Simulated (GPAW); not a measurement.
Runs of GPAW 26.7.0 on WS2. The cell holds a slab with vacuum, 3 atoms: a = 3.184 Å, b = 3.184 Å, c = 16.951 Å, α = 90.00°, β = 90.00°, γ = 120.00°. 

| task | level | U | k mesh | cutoff (eV) | smearing | maxiter | band path | band points | response ecut | frequency | gap on the mesh (eV) | largest force (eV/Å) |
| --- | --- | --- | --- | --- | --- | --- | --- | --- | --- | --- | --- | --- |
| band structure | PBEsol+U | W d U = 3 eV | 8 × 8 × 2 | 600 | fermi-dirac 0.05 eV | 150 | GMKGALHA,LM,KH | 100 | - | - | - | 0.02 |
| band structure | PBEsol+U | W d U = 4 eV | 8 × 8 × 2 | 600 | fermi-dirac 0.05 eV | 150 | GMKGALHA,LM,KH | 100 | - | - | - | (b) |
| band structure | PBEsol+U | W d U = 2 eV | 8 × 8 × 2 | 600 | fermi-dirac 0.05 eV | 150 | GMKGALHA,LM,KH | 100 | - | - | - | 0.03 |
| band structure | PBEsol+U | W d U = 1 eV | 8 × 8 × 2 | 600 | fermi-dirac 0.05 eV | 150 | GMKGALHA,LM,KH | 100 | - | - | 2.04 | 0.07 |
| band structure | PBEsol+U | W d U = 6 eV | 8 × 8 × 2 | 600 | fermi-dirac 0.05 eV | 150 | GMKGALHA,LM,KH | 100 | - | - | - | (a) |
| dielectric tensor | PBEsol | - | 8 × 8 × 2 | 450 | fermi-dirac 0.001 eV | 150 | - | - | 80 eV | - | 2.05 | - |
| band structure | PBEsol | - | 8 × 8 × 2 | 600 | fermi-dirac 0.05 eV | 150 | GMKGALHA,LM,KH | 100 | - | - | 2.05 | 0.12 |
| single point | PBEsol | - | 8 × 8 × 2 | 450 | fermi-dirac 0.05 eV | 120 | - | - | - | - | 2.05 | 0.12 |

Alike in all rows: potentials or basis PAW data sets generated in the run's folder for this functional, pw; no spin polarisation; cell as given.

Q: Fill in the values left out.

A: (a) 0.20; (b) 0.08.

Caveats: spin-orbit coupling is left out, which moves the levels of the heavy elements; the long-wavelength limit can be off by several per cent where d states take part (some runs); the cutoff is short for stress and forces, so pressures can be off by a GPa or more (some runs).

A k mesh can miss the band edges, and the runs leave out spin-orbit coupling on W.
